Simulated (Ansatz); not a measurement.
# NaI: stiffness from strained cells, part 2 of 2

Aim: the elastic tensor from the stress of slightly strained cells, and the moduli that follow. Runs: reference run (LAPW and crystal datasets); ions clamped (LAPW); at 5 GPa (LAPW). Companion runs by PAW are cited.

Ansatz 0.2.0; DFT LDA.

## Step 5: At 5 GPa, LAPW

The input, input.yaml:

```yaml
crystal:
  lattice:
    - [0.0, 2.9646795172, 2.9646795172]
    - [2.9646795172, 0.0, 2.9646795172]
    - [2.9646795172, 2.9646795172, 0.0]
  atoms:
    - { symbol: Na, position: [0.0, 0.0, 0.0] }
    - { symbol: I, position: [0.5, 0.5, 0.5] }
kpoints:
  mp_grid: { grid: [6, 6, 6] }
scf:
  occupations: { method: fixed }
hamiltonian:
  xc: lda
  pseudopotentials: { kind: all_electron, lapw: { basis_error: 0.001 } }
elastic:
  mode: relaxed_ion
  stencil: two_point
  amplitude: 0.005
```

The run is started by

```
> ansatz run input.yaml --threads 1 --pin off --max-ram 2560MiB --backend cpu --events-out ev --progress --plain --runs-dir out
```

Standard output:

```text
LAPW: plane waves up to 6.981 Å⁻¹, error target 1.0e-3 eV per atom; small_component_spin mean_spin; Na in spheres of 1.338 Å, 9 of its electrons in bands, Dirac shells []; I in spheres of 1.538 Å, 25 of its electrons in bands, Dirac shells [] (how accurate: hamiltonian.pseudopotentials.lapw.basis_error, Limitations)
Engine: ansatz 0.2.0
Pseudopotentials: kind: all_electron
Pseudopotential: Na, LAPW, valence charge 9, lapw/all_electron/scalar/gaussian/Na, Koelling and Harmon's equation, gaussian nucleus
Pseudopotential: I, LAPW, valence charge 25, lapw/all_electron/scalar/gaussian/I, Koelling and Harmon's equation, gaussian nucleus
Functional definition: SPW92
  exchange = slater_x
  correlation = pw_c
davidson cushion auto → on  (no smearing: the cushion is to keep the highest requested band from converging to the state above it; pin scf.eigensolver.cushion to override)
Crystal: 2 atoms, lattice volume = 52.115 Å³
Basis set: ecut = 185.69465666271344 eV, 307 PW (Γ), exchange–correlation at level 2
Bands: 21, of which v1, the nominal top of the filled ones, is band 17 counted from 1 (16 counted from 0)
Symmetry: 48 space group operations
Space group: Fm-3m (ITA 225), of the structure as read, at distance tolerance 3.7e-5 Å
k-points: 16 of 216
Non-local potential: Na, projectors of the file, none
Non-local potential: I, projectors of the file, none
Initial density: superposition of atomic densities (chi_scale 0.1, normalization cell, long waves kept (reshape's long-wave potential 0.00 eV rms))
Initial wavefunctions: plane waves of lowest kinetic energy (no species holds an atomic orbital)
Functional: x = slater, c = lda
iter 1 solved again at ethr=4.12e-4 eV; its pass at ethr=1.00e-1 eV (dr2=1.40e-1 eV) is discarded
SCF iter   1: F=—  HF=-197887.804104 eV  |F-HF|=—  |Δ(HF+E_count)|=         —  Δρ=1.12e-2  dr2=1.40e-1  ethr=4.12e-4  ⟨swp⟩=2.9  Hψ=2190  notcnv=0
preconditioner: auto → none  [insulator: Δε(μ)=4.444 eV  Ē_g=11.698 eV  n_scr=14 (ndim 8)  ℏωp=14.5 eV  f_vac=0.003  ε∞_Penn≈2.5]
iter 2 solved again at ethr=3.53e-5 eV; its pass at ethr=4.12e-4 eV (dr2=1.20e-2 eV) is discarded
SCF iter   2: F=—  HF=-197887.752476 eV  |F-HF|=—  |Δ(HF+E_count)|=   5.16e-2  Δρ=3.54e-3  dr2=1.20e-2  ethr=3.53e-5  ⟨swp⟩=2.0  Hψ=1776  notcnv=0
SCF iter   3: F=—  HF=-197887.749854 eV  |F-HF|=—  |Δ(HF+E_count)|=   2.62e-3  Δρ=1.07e-3  dr2=1.05e-3  ethr=3.53e-5  ⟨swp⟩=2.0  Hψ=1024  notcnv=0
SCF iter   4: F=—  HF=-197887.749732 eV  |F-HF|=—  |Δ(HF+E_count)|=   1.22e-4  Δρ=1.88e-4  dr2=1.55e-5  ethr=3.08e-6  ⟨swp⟩=2.2  Hψ=1028  notcnv=0
SCF iter   5: F=—  HF=-197887.749738 eV  |F-HF|=—  |Δ(HF+E_count)|=   6.70e-6  Δρ=2.20e-5  dr2=2.35e-7  ethr=4.55e-8  ⟨swp⟩=3.1  Hψ=1093  notcnv=0  defer=1
SCF iter   6: F=—  HF=-197887.749738 eV  |F-HF|=—  |Δ(HF+E_count)|=   1.04e-7  Δρ=1.86e-6  dr2=1.60e-9  ethr=6.92e-10  ⟨swp⟩=3.0  Hψ=1090  notcnv=0
SCF iter   7: F=—  HF=-197887.749738 eV  |F-HF|=—  |Δ(HF+E_count)|=   2.29e-8  Δρ=5.70e-7  dr2=1.84e-10  ethr=4.72e-12  ⟨swp⟩=3.1  Hψ=1129  notcnv=0
SCF iter   8: F=—  HF=-197887.749738 eV  |F-HF|=—  |Δ(HF+E_count)|=    0.00e0  Δρ=6.81e-8  dr2=2.18e-12  ethr=2.51e-12 (applied; sched 1.00e-12)  ⟨swp⟩=3.0  Hψ=1068  notcnv=0
SCF iter   9: F=-197887.749738 eV  HF=-197887.749738 eV  |F-HF|=5.82e-11  |Δ(HF+E_count)|=  2.91e-10  Δρ=6.40e-9  dr2=1.32e-14  ethr=2.36e-12 (applied; sched 1.00e-12)  ⟨swp⟩=2.0  Hψ=1024  notcnv=0
SCF 1 converged in 9 iterations: F = -197887.749738 eV  dr2 = 1.32e-14
Crystal: 2 atoms, lattice volume = 51.854 Å³
Basis set: ecut = 186.31622945945932 eV, 307 PW (Γ), exchange–correlation at level 2
Symmetry: 16 space group operations
k-points: 30 of 216
Initial density: handed on by an earlier stage of this run
Initial wavefunctions: plane waves of lowest kinetic energy (no species holds an atomic orbital; no wavefunctions were taken with the density)
iter 1 solved again at ethr=6.90e-8 eV; its pass at ethr=1.00e-1 eV (dr2=2.35e-5 eV) is discarded
SCF iter   1: F=—  HF=-197887.741212 eV  |F-HF|=—  |Δ(HF+E_count)|=         —  Δρ=1.48e-4  dr2=1.94e-5  ethr=6.90e-8  ⟨swp⟩=6.1  Hψ=5500  notcnv=0
preconditioner: auto → none  [insulator: Δε(μ)=4.238 eV  Ē_g=11.523 eV  n_scr=14 (ndim 8)  ℏωp=14.6 eV  f_vac=0.041  ε∞_Penn≈2.6]
SCF iter   2: F=—  HF=-197887.741203 eV  |F-HF|=—  |Δ(HF+E_count)|=   8.59e-6  Δρ=5.33e-5  dr2=2.53e-6  ethr=5.70e-8  ⟨swp⟩=2.5  Hψ=1936  notcnv=0
iter 3 solved again at ethr=7.78e-11 eV; its pass at ethr=7.43e-9 eV (dr2=2.65e-8 eV) is discarded
SCF iter   3: F=—  HF=-197887.741203 eV  |F-HF|=—  |Δ(HF+E_count)|=   7.57e-7  Δρ=7.38e-6  dr2=2.65e-8  ethr=7.78e-11  ⟨swp⟩=2.5  Hψ=3512  notcnv=0
SCF iter   4: F=—  HF=-197887.741203 eV  |F-HF|=—  |Δ(HF+E_count)|=   3.26e-9  Δρ=2.47e-6  dr2=2.64e-9  ethr=7.78e-11  ⟨swp⟩=2.1  Hψ=1923  notcnv=0
SCF iter   5: F=—  HF=-197887.741203 eV  |F-HF|=—  |Δ(HF+E_count)|=   1.11e-9  Δρ=3.08e-7  dr2=3.48e-11  ethr=7.76e-12  ⟨swp⟩=3.0  Hψ=1970  notcnv=0
SCF iter   6: F=—  HF=-197887.741203 eV  |F-HF|=—  |Δ(HF+E_count)|=  2.91e-10  Δρ=2.91e-8  dr2=2.90e-13  ethr=2.36e-12 (applied; sched 1.00e-12)  ⟨swp⟩=2.0  Hψ=1920  notcnv=0
SCF iter   7: F=-197887.741203 eV  HF=-197887.741203 eV  |F-HF|=2.62e-10  |Δ(HF+E_count)|=  2.91e-11  Δρ=3.15e-9  dr2=4.76e-15  ethr=2.36e-12 (applied; sched 1.00e-12)  ⟨swp⟩=2.0  Hψ=1920  notcnv=0
SCF 2 converged in 7 iterations: F = -197887.741203 eV  dr2 = 4.76e-15
Crystal: 2 atoms, lattice volume = 52.376 Å³
Basis set: ecut = 185.0782421559513 eV, 307 PW (Γ), exchange–correlation at level 2
iter 1 solved again at ethr=7.64e-8 eV; its pass at ethr=1.00e-1 eV (dr2=2.60e-5 eV) is discarded
SCF iter   1: F=—  HF=-197887.757515 eV  |F-HF|=—  |Δ(HF+E_count)|=         —  Δρ=1.44e-4  dr2=1.90e-5  ethr=7.64e-8  ⟨swp⟩=6.1  Hψ=5482  notcnv=0
preconditioner: auto → none  [insulator: Δε(μ)=4.193 eV  Ē_g=11.482 eV  n_scr=14 (ndim 8)  ℏωp=14.5 eV  f_vac=0.041  ε∞_Penn≈2.6]
SCF iter   2: F=—  HF=-197887.757507 eV  |F-HF|=—  |Δ(HF+E_count)|=   8.35e-6  Δρ=5.23e-5  dr2=2.48e-6  ethr=5.58e-8  ⟨swp⟩=2.5  Hψ=1937  notcnv=0
iter 3 solved again at ethr=8.26e-11 eV; its pass at ethr=7.29e-9 eV (dr2=2.81e-8 eV) is discarded
SCF iter   3: F=—  HF=-197887.757506 eV  |F-HF|=—  |Δ(HF+E_count)|=   7.33e-7  Δρ=7.44e-6  dr2=2.81e-8  ethr=8.26e-11  ⟨swp⟩=2.5  Hψ=3511  notcnv=0  defer=1
SCF iter   4: F=—  HF=-197887.757506 eV  |F-HF|=—  |Δ(HF+E_count)|=   3.64e-9  Δρ=2.45e-6  dr2=2.61e-9  ethr=8.26e-11  ⟨swp⟩=2.1  Hψ=1922  notcnv=0
SCF iter   5: F=—  HF=-197887.757506 eV  |F-HF|=—  |Δ(HF+E_count)|=  3.78e-10  Δρ=2.72e-7  dr2=2.67e-11  ethr=7.66e-12  ⟨swp⟩=3.0  Hψ=1987  notcnv=0
SCF iter   6: F=—  HF=-197887.757506 eV  |F-HF|=—  |Δ(HF+E_count)|=  1.75e-10  Δρ=3.61e-8  dr2=4.73e-13  ethr=2.36e-12 (applied; sched 1.00e-12)  ⟨swp⟩=2.0  Hψ=1920  notcnv=0
SCF iter   7: F=—  HF=-197887.757506 eV  |F-HF|=—  |Δ(HF+E_count)|=  8.73e-11  Δρ=5.18e-9  dr2=1.23e-14  ethr=2.36e-12 (applied; sched 1.00e-12)  ⟨swp⟩=2.0  Hψ=1920  notcnv=0
SCF iter   8: F=-197887.757506 eV  HF=-197887.757506 eV  |F-HF|=1.16e-10  |Δ(HF+E_count)|=  1.16e-10  Δρ=9.21e-10  dr2=3.00e-16  ethr=2.36e-12 (applied; sched 1.00e-12)  ⟨swp⟩=2.0  Hψ=1920  notcnv=0
SCF 3 converged in 8 iterations: F = -197887.757506 eV  dr2 = 3.00e-16
Basis set: ecut = 185.6954303944794 eV, 307 PW (Γ), exchange–correlation at level 2
Symmetry: 8 space group operations
k-points: 46 of 216
iter 1 solved again at ethr=2.67e-8 eV; its pass at ethr=1.00e-1 eV (dr2=9.06e-6 eV) is discarded
SCF iter   1: F=—  HF=-197887.749692 eV  |F-HF|=—  |Δ(HF+E_count)|=         —  Δρ=4.75e-5  dr2=2.30e-6  ethr=2.67e-8  ⟨swp⟩=6.6  Hψ=8656  notcnv=0
preconditioner: auto → none  [insulator: Δε(μ)=4.205 eV  Ē_g=11.502 eV  n_scr=14 (ndim 8)  ℏωp=14.5 eV  f_vac=0.041  ε∞_Penn≈2.6]
SCF iter   2: F=—  HF=-197887.749691 eV  |F-HF|=—  |Δ(HF+E_count)|=   9.24e-8  Δρ=2.34e-5  dr2=4.23e-7  ethr=6.77e-9  ⟨swp⟩=2.2  Hψ=2954  notcnv=0
iter 3 solved again at ethr=9.00e-12 eV; its pass at ethr=1.24e-9 eV (dr2=3.06e-9 eV) is discarded
SCF iter   3: F=—  HF=-197887.749692 eV  |F-HF|=—  |Δ(HF+E_count)|=   7.65e-8  Δρ=2.86e-6  dr2=3.04e-9  ethr=9.00e-12  ⟨swp⟩=3.0  Hψ=5326  notcnv=0
SCF iter   4: F=—  HF=-197887.749692 eV  |F-HF|=—  |Δ(HF+E_count)|=   1.46e-9  Δρ=1.42e-7  dr2=6.54e-12  ethr=8.94e-12  ⟨swp⟩=3.0  Hψ=3122  notcnv=0
SCF iter   5: F=—  HF=-197887.749692 eV  |F-HF|=—  |Δ(HF+E_count)|=  4.66e-10  Δρ=5.18e-8  dr2=9.13e-13  ethr=2.36e-12 (applied; sched 1.00e-12)  ⟨swp⟩=2.0  Hψ=2944  notcnv=0
SCF iter   6: F=-197887.749692 eV  HF=-197887.749692 eV  |F-HF|=0.00e0  |Δ(HF+E_count)|=  2.62e-10  Δρ=9.90e-9  dr2=3.78e-14  ethr=2.36e-12 (applied; sched 1.00e-12)  ⟨swp⟩=2.0  Hψ=2944  notcnv=0
SCF 4 converged in 6 iterations: F = -197887.749692 eV  dr2 = 3.78e-14
iter 1 solved again at ethr=2.46e-8 eV; its pass at ethr=1.00e-1 eV (dr2=8.36e-6 eV) is discarded
SCF iter   1: F=—  HF=-197887.749692 eV  |F-HF|=—  |Δ(HF+E_count)|=         —  Δρ=4.75e-5  dr2=2.30e-6  ethr=2.46e-8  ⟨swp⟩=6.6  Hψ=8693  notcnv=0
SCF iter   2: F=—  HF=-197887.749691 eV  |F-HF|=—  |Δ(HF+E_count)|=   9.36e-8  Δρ=2.34e-5  dr2=4.23e-7  ethr=6.77e-9  ⟨swp⟩=2.2  Hψ=2954  notcnv=0
iter 3 solved again at ethr=8.97e-12 eV; its pass at ethr=1.25e-9 eV (dr2=3.05e-9 eV) is discarded
SCF iter   3: F=—  HF=-197887.749692 eV  |F-HF|=—  |Δ(HF+E_count)|=   7.60e-8  Δρ=2.86e-6  dr2=3.03e-9  ethr=8.97e-12  ⟨swp⟩=3.1  Hψ=5332  notcnv=0
SCF iter   4: F=—  HF=-197887.749692 eV  |F-HF|=—  |Δ(HF+E_count)|=   1.78e-9  Δρ=1.38e-7  dr2=6.27e-12  ethr=8.90e-12  ⟨swp⟩=3.0  Hψ=3122  notcnv=0
SCF iter   5: F=—  HF=-197887.749692 eV  |F-HF|=—  |Δ(HF+E_count)|=  2.04e-10  Δρ=4.53e-8  dr2=6.88e-13  ethr=2.36e-12 (applied; sched 1.00e-12)  ⟨swp⟩=2.0  Hψ=2944  notcnv=0
SCF iter   6: F=—  HF=-197887.749692 eV  |F-HF|=—  |Δ(HF+E_count)|=  4.07e-10  Δρ=1.05e-8  dr2=4.10e-14  ethr=2.36e-12 (applied; sched 1.00e-12)  ⟨swp⟩=2.0  Hψ=2944  notcnv=0
SCF iter   7: F=-197887.749692 eV  HF=-197887.749692 eV  |F-HF|=1.16e-10  |Δ(HF+E_count)|=  2.91e-11  Δρ=1.44e-9  dr2=7.80e-16  ethr=2.36e-12 (applied; sched 1.00e-12)  ⟨swp⟩=2.0  Hψ=2944  notcnv=0
SCF 5 converged in 7 iterations: F = -197887.749692 eV  dr2 = 7.80e-16
SCF converged after 9 iterations
Free energy (F): -197887.749738 eV
Harris-Foulkes:  -197887.749738 eV  (|F-HF|=5.82e-11)
Internal energy: -197887.749738 eV  (E = F + TS)
E sigma→0 (E₀):  -197887.749738 eV
Fermi energy:    6.755759 eV
--- Per-component energies (eV) ---
  E_band       = -1537.500253
  E_kinetic    = 209129.202080
  E_xc         = -5154.646719
  E_electrostatic = -401862.305099  (all electrons and nuclei)
  E_smearing   = -0.000000  (= −TS)
  E_closure    = 0.000000  (closes the sum)
  E_atoms      = -197881.860824  (free atoms, spherical and without spin; not in F)
  Σ components = -197887.749738   (vs F -197887.749738, Δ=0.00e0)
  Basis errors (estimates in eV, not in F): energy 3.3e-4 per atom: plane waves 3.2e-4 (1.8e-4 summed), levels above the bands 0.0e0, relativity 2.9e-9, radial functions 1.2e-5, core shells 4.4e-11; eigenvalues (radial functions only) 9.9e-7; not estimated: angular momenta, meshes, grids; target (lapw.basis_error) 1.0e-3; muffin-tin radii Na 1.338 Å, I 1.538 Å
--- Forces (eV/Å), atoms counted from 1 ---
  atom   1  Na    -0.00000000     0.00000000     0.00000000
  atom   2  I      0.00000000    -0.00000000    -0.00000000
  max |Σ_I F_I| component: 1.97e-30 eV/Å
--- Stress (GPa, compression-positive) ---
        5.007992       0.000000       0.000000
        0.000000       5.007992      -0.000000
        0.000000      -0.000000       5.007992
  P = ⅓ Tr σ = 5.0080 GPa (50.080 kbar)
--- Band table (eV; the first three rows and the last of 16) ---
  k-point 0: bands = ["-166.3287", "-113.5251", "-113.5251", "-113.5251", "-43.0626", "-36.6253", "-36.6253", "-36.6176", "-36.6176", "-36.6176", "-15.5769", "-15.5769", "-15.5769", "-5.2521", "6.7558", "6.7558", "6.7558", "10.9760", "14.5195", "14.5195", "14.5195"]
  k-point 1: bands = ["-166.3287", "-113.5251", "-113.5251", "-113.5251", "-43.0624", "-36.6253", "-36.6253", "-36.6175", "-36.6174", "-36.6174", "-15.5823", "-15.5770", "-15.5770", "-5.1031", "5.6144", "6.6175", "6.6175", "11.8783", "14.1811", "14.8371", "14.8371"]
  k-point 2: bands = ["-166.3287", "-113.5251", "-113.5251", "-113.5251", "-43.0622", "-36.6253", "-36.6253", "-36.6174", "-36.6172", "-36.6172", "-15.5930", "-15.5773", "-15.5773", "-4.7722", "4.0443", "6.3682", "6.3682", "11.8622", "14.5250", "14.5250", "16.0191"]
  k-point 15: bands = ["-166.3287", "-113.5251", "-113.5251", "-113.5251", "-43.0620", "-36.6253", "-36.6250", "-36.6175", "-36.6169", "-36.6166", "-15.5896", "-15.5852", "-15.5836", "-4.4227", "4.1089", "4.9564", "5.3015", "12.3489", "12.9456", "16.0010", "16.0504"]
--- Elastic constants: 2 strain directions × 2 members + reference (group order 48) ---
  dense FFT box of the reference and of every strained cell: 20×20×20
  strains applied: 11, 23; error gains: componentwise 1.00 (the most a stress slope's error grows in a printed constant), spectral 1.73 (1 for all six strains in a standard setting)
  C = ∂σ_k/∂η_j (tension-positive GPa; Voigt order 11 22 33 23 13 12):
        94.474     16.794     16.794      0.000      0.000     -0.000
        16.794     94.474     16.794     -0.000     -0.000     -0.000
        16.794     16.794     94.474     -0.000     -0.000      0.000
         0.000     -0.000     -0.000      9.021     -0.000     -0.000
        -0.000      0.000      0.000      0.000      9.021      0.000
         0.000     -0.000      0.000     -0.000      0.000      9.021
  reference stress σ⁰ (GPa):     -5.008     -5.008     -5.008      0.000     -0.000     -0.000
  no Pulay correction (none for the plane-wave cutoff is built on LAPW): the batch's stresses and constants are at fixed plane waves
  C* (energy form; C + prestress term) asymmetry max|C*_kj − C*_jk| = 3.553e-15 GPa — a small one proves nothing (zero by symmetry where the batch's group is 432, −43m or m−3m); a large one is finite-difference/SCF noise where every solve meets its electron count
  moduli (Voigt/Reuss/Hill, GPa): K = 42.69/42.69/42.69   G = 20.95/13.02/16.98   E = 44.99   ν = 0.324
  mechanically stable: yes (min eigenvalue of sym C = 9.02 GPa)
  where every solve meets its electron count the energy-path curvature estimates C_jj along a normal strain and C_jj − ¼(σ⁰_aa + σ⁰_bb) along a shear (ab), closely only under elastic.basis: deformed
  strain η (Voigt 11):  stress-route row diagonal C_11 = 94.47 GPa, energy-path curvature d²(F+E_count)/dδ²/Ω₀ = 94.45 GPa
         δ    σ_11 (GPa)             F (eV)   n_scf  n_hpsi   n_pw
    -5.000e-3      -5.4931     -197887.7412025       7   18983    310   relax 0 steps, max|allowed force component| 5.67e-31 eV/Å
     5.000e-3      -4.5483     -197887.7575061       8   20905    310   relax 0 steps, max|allowed force component| 4.19e-31 eV/Å
  strain η (Voigt 23):  stress-route row diagonal C_44 = 9.02 GPa, energy-path curvature d²(F+E_count)/dδ²/Ω₀ = 11.52 GPa
         δ    σ_23 (GPa)             F (eV)   n_scf  n_hpsi   n_pw
    -5.000e-3      -0.0451     -197887.7496915       6   26416    310   relax 0 steps, max|allowed force component| 1.55e-30 eV/Å
     5.000e-3       0.0451     -197887.7496915       7   29405    310   relax 0 steps, max|allowed force component| 6.16e-31 eV/Å
```

Run time: 19 s. Hardware: 1 thread of Arm Neoverse V2, shared host; peak memory 0.3 GiB.

C in GPa (Voigt order xx, yy, zz, yz, xz, xy):

```
94.5 16.8 16.8  0.0  0.0  0.0
16.8 94.5 16.8  0.0  0.0  0.0
16.8 16.8 94.5  0.0  0.0  0.0
 0.0  0.0  0.0  9.0  0.0  0.0
 0.0  0.0  0.0  0.0  9.0  0.0
 0.0  0.0  0.0  0.0  0.0  9.0
```

## Step 6: Side by side

PAW rows come from companion runs at the same settings.

| run | C11 | C12 | C44 | K | G | E | Poisson ratio |
| --- | --- | --- | --- | --- | --- | --- | --- |
| ions relaxed, LAPW | 44.2 | 8.9 | 7.7 | 20.7 | 10.8 | 27.6 | 0.278 |
| ions relaxed, crystal datasets | 44.2 | 9.0 | 7.6 | 20.7 | 10.7 | 27.5 | 0.279 |
| ions clamped, LAPW | 44.2 | 8.9 | 7.7 | 20.7 | 10.8 | 27.6 | 0.278 |
| at 5 GPa, LAPW | 94.5 | 16.8 | 9.0 | 42.7 | 17.0 | 45.0 | 0.324 |
| ions relaxed, PAW | 44.2 | 9.0 | 7.6 | 20.7 | 10.7 | 27.5 | 0.279 |
| ions clamped, PAW | 44.2 | 9.0 | 7.6 | 20.7 | 10.7 | 27.5 | 0.279 |
| at 5 GPa, PAW | 94.3 | 16.8 | 9.0 | 42.6 | 16.9 | 44.9 | 0.325 |

Constants and moduli in GPa; K, G and E are Hill averages.

## Step 7: Outcome

This closing draws on all 2 parts.

| quantity | value |
| --- | --- |
| C11 (LAPW) | 44 GPa |
| C12 (LAPW) | 9 GPa |
| C44 (LAPW) | 8 GPa |
| bulk, shear and Young's modulus | 21, 11, 28 GPa |
| Debye temperature from sound speeds | 170 K |
| universal anisotropy index | 0.89 |

In words: All eigenvalues are positive, so the crystal is mechanically stable; by LAPW K = 21 and G = 11 GPa, K/G = 1.92, on the ductile side of Pugh's rough line at 1.75, which was drawn for metals. Young's modulus runs from 20 to 41 GPa with direction. PAW's constants lie within 0.1 GPa of LAPW's. Clamping the ions changes no constant by more than 1 GPa. At 5 GPa K rises to 43 GPa.
